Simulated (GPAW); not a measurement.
Set up this calculation in GPAW 26.7.0, as an ASE script.

```
Task                : single point
Functional          : PBE
Potentials or basis : GPAW PAW data sets (gpaw-data 1.2.1)
Cutoff              : 600 eV
Basis               : pw
k mesh              : 7 × 7 × 7
Occupations         : gaussian, width 0.023 eV
Spin                : no spin polarisation
Maxiter             : 150
```

The structure of SnTe lies in SnTe.xyz:

```xyz
2
Lattice="0.0000000000 3.1508500000 3.1508500000 3.1508500000 0.0000000000 3.1508500000 3.1508500000 3.1508500000 0.0000000000" Properties=species:S:1:pos:R:3 pbc="T T T"
Te     3.1508500000      3.1508500000      3.1508500000
Sn     0.0000000000      0.0000000000      0.0000000000
```

One way to write it, as run:

run.py

```python
from ase.dft.bandgap import bandgap
from ase.io import read, write
from ase.units import GPa
from gpaw import GPAW, PW

atoms = read('SnTe.xyz')

calc = GPAW(mode=PW(600),
            xc='PBE',
            kpts={'size': (7, 7, 7), 'gamma': True},
            occupations={'name': 'methfessel-paxton', 'order': 0, 'width': 0.023},
            nbands=19,
            convergence={'density': 1e-05, 'energy': 1e-05},
            maxiter=150,
            txt='gpaw.txt')
atoms.calc = calc
energy = atoms.get_potential_energy()
forces = atoms.get_forces()
stress = atoms.get_stress()
calc.write('gs.gpw')
write('result.traj', atoms)
print(f'Energy: {energy:.6f} eV')
print('Forces (eV/A):')
print(forces.round(4))
print('Stress (GPa):', (stress / GPa).round(3))
print('Fermi level:', round(calc.get_fermi_level(), 4), 'eV')
print(f'Gap: {bandgap(calc)[0]:.4f} eV, direct: {bandgap(calc, direct=True)[0]:.4f} eV')
```

Potentials or basis: GPAW PAW data sets (gpaw-data 1.2.1), pw.

The run is started by

```sh
$ OMP_NUM_THREADS=1 python run.py
```

Results of the run:

| Property | Result |
| --- | --- |
| Pressure | 1.9 GPa |

Caveat: this odd mesh misses L, where the gap lies, so gap, dielectric constants and Born charges aren't listed.

Wall time 17 s on 1 thread of Arm Neoverse V1 (shared host), peak memory 0.17 GiB.
